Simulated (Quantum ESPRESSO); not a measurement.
**W and the effect of the pressure**

The cell as given:

```yaml
crystal:
  lattice:
    - [-1.58234, 1.58234, 1.58234]
    - [1.58234, -1.58234, 1.58234]
    - [1.58234, 1.58234, -1.58234]
  atoms:
    - { symbol: W, position: [0.00000, 0.00000, 0.00000] }
```

Kept alike: task relaxation of cell and atoms; functional PBE; k mesh 12 × 12 × 12; occupations fermi-dirac, width 0.05 eV; no spin polarisation. Program: Quantum ESPRESSO, SSSP 1.3 efficiency PBE, cutoff 857 eV. The mesh is that of the run's cell of 1 atom. No spin-orbit coupling.

```csv
"pressure, P (GPa)",volume (Å³/atom)
0,16.155
2,16.050
5,15.898
10,?
20,15.229
30,14.847
```

The relaxations keep at least the cell's symmetry (Im-3m). For a metal such a mesh leaves the last digits unconverged. The runs follow the start's structure, whether or not it is the stable one at these pressures. P is the pressure aimed at, which the runs meet within some hundredths to tenths of a GPa.

Task: Fit the rows shown and predict the run at 10 GPa.

Result: Murnaghan's form V = V0 (1 + B′P/B0)^(-1/B′) through the rows shown has V0 = 16.1547, B0 = 303.8 GPa and B′ = 3.63 (largest miss 0.0005); at P = 10 it gives 15.660 Å³/atom. The run gave: volume 15.659 Å³/atom.
